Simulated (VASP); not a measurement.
# Pt in VASP: further runs, part 2 of 2

VASP 6.6.1.

## Step 3: Single point, PBE+D3(BJ) (clean slab, lower half held)

Input file INCAR:

```
PREC = Accurate
ENCUT = 520
EDIFF = 1E-6
ISMEAR = 0
SIGMA = 0.1
LREAL = False
LASPH = True
NELM = 100
ALGO = Fast
ISIF = 2
LWAVE = False
LCHARG = True
LDIPOL = True
IDIPOL = 3
DIPOL = 0.5 0.5 0.499
GGA = PE
IVDW = 12
LELF = True
LVHAR = True
LVACPOTAV = True
NBANDS = 22
```

Input file KPOINTS:

```
regular mesh
0
Gamma
  10 10 1
```

Input file POSCAR:

```
Pt
1.0
    2.7778658487      0.0000000000      0.0000000000
    0.0000000000      2.7778658487      0.0000000000
    0.0000000000      0.0000000000     17.9284955577
Pt
3
Direct
    0.5000000000      0.5000000000      0.3904398993
    0.0000000000      0.0000000000      0.4988070739
    0.5000000000      0.5000000000      0.6071465562
```

Potentials or basis: VASP PAW PBE potentials, release 64 (Pt).

Started as:

```bash
$ cat potpaw_PBE.64/Pt/POTCAR > POTCAR
$ mpirun -np 1 vasp_std > vasp.out
```

OUTCAR:

```text
PREC = Accurate
   ENCUT = 520
   EDIFF = 1E-6
   ISMEAR = 0
   LREAL = False
   LASPH = True
   NELM = 100
   ISIF = 2
   GGA = PE
   IVDW = 12
 IVDW          = 12

 ion  position               nearest neighbor table
   1  0.500  0.500  0.390-   2 2.76   2 2.76   2 2.76   2 2.76
   2  0.000  0.000  0.499-   3 2.76   3 2.76   3 2.76   3 2.76   1 2.76   1 2.76   1 2.76   1 2.76

   3  0.500  0.500  0.607-   2 2.76   2 2.76   2 2.76   2 2.76

  LATTYP: Found a simple tetragonal cell.
 ALAT       =     2.7778658487
 C/A-ratio  =     6.4540537716

  Lattice vectors:

 A1 = (   2.7778658487,   0.0000000000,   0.0000000000)
 A2 = (   0.0000000000,   2.7778658487,   0.0000000000)
 A3 = (   0.0000000000,   0.0000000000,  17.9284955577)

Analysis of symmetry for initial positions (statically):
=====================================================================
 Subroutine PRICEL returns:
 Original cell was already a primitive cell.

 Routine SETGRP: Setting up the symmetry group for a
 simple tetragonal supercell.

 Subroutine GETGRP returns: Found  8 space group operations
 (whereof  8 operations were pure point group operations)
 out of a pool of 16 trial point group operations.

The static configuration has the point symmetry C_4v.

Analysis of symmetry for dynamics (positions and initial velocities):
=====================================================================
 Subroutine PRICEL returns:
 Original cell was already a primitive cell.

 Routine SETGRP: Setting up the symmetry group for a
 simple tetragonal supercell.

 Subroutine GETGRP returns: Found  8 space group operations
 (whereof  8 operations were pure point group operations)
 out of a pool of 16 trial point group operations.

The dynamic configuration has the point symmetry C_4v.

 Subroutine INISYM returns: Found  8 space group operations
 (whereof  8 operations are pure point group operations),
 and found     1 'primitive' translations

----------------------------------------------------------------------------------------
[... 116 lines left out ...]
   GGA     = PE    functional components
   LHFCALC =     F    Hartree Fock is set to
   AEXX    =    0.0000 exact exchange contribution
   IVDW    =    12    specifies the selected vdW correction
   LEPSILON=     F    determine dielectric tensor
   LRPA    =     F    only Hartree local field effects (RPA)
 non-spin polarized calculation
 RMM-DIIS sequential band-by-band and
 Gauss-broadening in eV      SIGMA  =   0.10
  energy-cutoff  :      520.00
  volume of cell :      138.35
 maximum number of plane-waves:      3771
 NGX is ok and might be reduce to    24
   NGX = 11   NGY = 11   NGZ = 67

 dipolmoment           0.000000      0.000000     -0.000016 electrons x Angstroem

 number of electron      29.9999998 magnetization

 dipolmoment           0.000000      0.000000      0.000024 electrons x Angstroem

 Free energy of the ion-electron system (eV)
  ---------------------------------------------------
  ext. energy  EPLUGINS =         0.00000000
  ---------------------------------------------------
  free energy    TOTEN  =       -16.55237067 eV

  energy without entropy =      -16.52415726  energy(sigma->0) =      -16.53826397

 E-fermi :  -0.1989     XC(G=0):  -5.4868

 val. band max:       -0.2143325780   @ k =   0.4000   0.0000   0.0000
 cond. band min:      -0.1913946927   @ k =   0.5000   0.4000   0.0000
 fundamental gap:      0.0229378853
 Fermi energy:        -0.1989383334

 k-point     1 :       0.0000    0.0000    0.0000
  band No.  band energies     occupation
      1      -9.1997      2.00000
      2      -6.7069      2.00000
      3      -6.5716      2.00000
      4      -6.2671      2.00000
      5      -4.9671      2.00000
      6      -4.0843      2.00000
[... 514 lines left out ...]
     21       7.7267      0.00000
     22       8.4606      0.00000

------------------------ aborting loop because EDIFF is reached ----------------------------------------

 Edisp (eV)   -1.43576

 E8    (eV) :    -0.6916

  FORCE on cell =-STRESS in cart. coord.  units (eV):
  Direction    XX          YY          ZZ          XY          YZ          ZX
  --------------------------------------------------------------------------------------
  -------------------------------------------------------------------------------------
  Total      -3.86658    -3.86658    -0.13090     0.00000     0.00000     0.00000
  in kB     -44.77865   -44.77865    -1.51598     0.00000     0.00000     0.00000
  external pressure =      -30.36 kB  Pullay stress =        0.00 kB

 VOLUME and BASIS-vectors are now :
 -----------------------------------------------------------------------------
  energy-cutoff  :      520.00
  volume of cell :      138.35
      direct lattice vectors                 reciprocal lattice vectors
     2.777865849  0.000000000  0.000000000     0.359988586  0.000000000  0.000000000
     0.000000000  2.777865849  0.000000000     0.000000000  0.359988586  0.000000000
     0.000000000  0.000000000 17.928495558     0.000000000  0.000000000  0.055777128

 POSITION                                       TOTAL-FORCE (eV/Angst)
 -----------------------------------------------------------------------------------
      1.38893      1.38893      7.00000         0.000000      0.000000      0.025388
      0.00000      0.00000      8.94286         0.000000      0.000000     -0.002838
      1.38893      1.38893     10.88522         0.000000     -0.000000     -0.022550
 -----------------------------------------------------------------------------------
    total drift:                                0.000000     -0.000000      0.001896

  FREE ENERGIE OF THE ION-ELECTRON SYSTEM (eV)
  ---------------------------------------------------
  free  energy   TOTEN  =       -17.9881289249 eV

  energy  without entropy=      -17.9599155099  energy(sigma->0) =      -17.97402222

 vacuum level on the upper side and lower side of the slab         5.508         5.508
```

Run time: 35 s. Hardware: 1 thread of Intel Xeon 6975P-C (Granite Rapids), shared host; peak memory 0.28 GiB.

Results:

```yaml
Free_energy: -17.9881 eV
Largest_force: 0.025 eV/Å
Band_gap_on_the_k_mesh: none (metal or under the smearing width)
Dispersion_energy_per_atom: -0.479 eV
Work_function_of_the_upper_face: 5.71 eV
Work_function_of_the_lower_face: 5.71 eV
```

Forces on the atoms (eV/Å):
```
Pt   0.000  0.000  0.025
Pt   0.000  0.000 -0.003
Pt   0.000  0.000 -0.023
```

Levels at points of the mesh, in eV from the Fermi level:
```
           k point  band 12  band 13  band 14  band 15  band 16  band 17  band 18  band 19
(0.00, 0.00, 0.00)    -1.25    -1.25    -0.31    -0.25     0.11     0.16     0.16     1.99
(0.50, 0.00, 0.00)    -0.92    -0.39    -0.33     0.02     0.76     1.83     1.84     4.15
(0.50, 0.50, 0.00)    -0.15     0.43     0.95     0.95     3.72     3.72     7.44     7.44
```

The run has no spin-orbit coupling, so splittings on Pt are missing.
